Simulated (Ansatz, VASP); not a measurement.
Ba: VASP beside Ansatz

INCAR

```
SYSTEM = Ba
PREC = Accurate
ENCUT = 520
EDIFF = 1E-7
ISMEAR = -1
SIGMA = 0.05
LREAL = .False.
LASPH = .True.
NELM = 100
ALGO = Normal
ISIF = 2
LWAVE = .False.
LCHARG = .False.
GGA = PE
NBANDS = 17
```

KPOINTS

```
Automatic mesh
0
Gamma
  9 9 9
  0 0 0
```

POSCAR

```
Ba
1.0
    0.0000000000      3.4087395885      3.4087395885
    3.4087395885      0.0000000000      3.4087395885
    3.4087395885      3.4087395885      0.0000000000
Ba
2
Direct
   -0.1250000000     -0.1250000000     -0.1250000000
    0.1250000000      0.1250000000      0.1250000000
```

Input for Ansatz:

```yaml
crystal:
  lattice:
    - [0.0, 3.4087395885, 3.4087395885]
    - [3.4087395885, 0.0, 3.4087395885]
    - [3.4087395885, 3.4087395885, 0.0]
  atoms:
    - { symbol: Ba, position: [-0.125, -0.125, -0.125] }
    - { symbol: Ba, position: [0.125, 0.125, 0.125] }
kpoints:
  mp_grid: { grid: [9, 9, 9] }
scf:
  occupations: { method: fermi_dirac, width: 0.05 }
hamiltonian:
  xc: pbe
  pseudopotentials: { kind: all_electron, lapw: { basis_error: 0.001 } }
output:
  forces: true
  stress: true
  eigenvalues: true
  populations: true
```

Change from the starting cell: volume scaled by 0.7, LAPW.

Alike in both runs: task single point; functional PBE; k mesh 9 × 9 × 9; occupations fermi-dirac, width 0.05 eV; no spin polarisation.

|  | VASP | Ansatz |
| --- | --- | --- |
| version | VASP 6.6.1 | Ansatz 0.2.0 |
| potentials or method | VASP PAW PBE potentials, release 64 (Ba_sv) | all-electron LAPW, scalar-relativistic |
| plane-wave cutoff (eV) | 520 | see its input |

|  | VASP | Ansatz | Ansatz less VASP |
| --- | --- | --- | --- |
| pressure (GPa) | 12.3 | 10.3 | -2.08 |

Ansatz ran all-electron here, so the differences hold the error of VASP's frozen core and of both bases.

Spin-orbit coupling is left out, which matters for the levels of Ba.
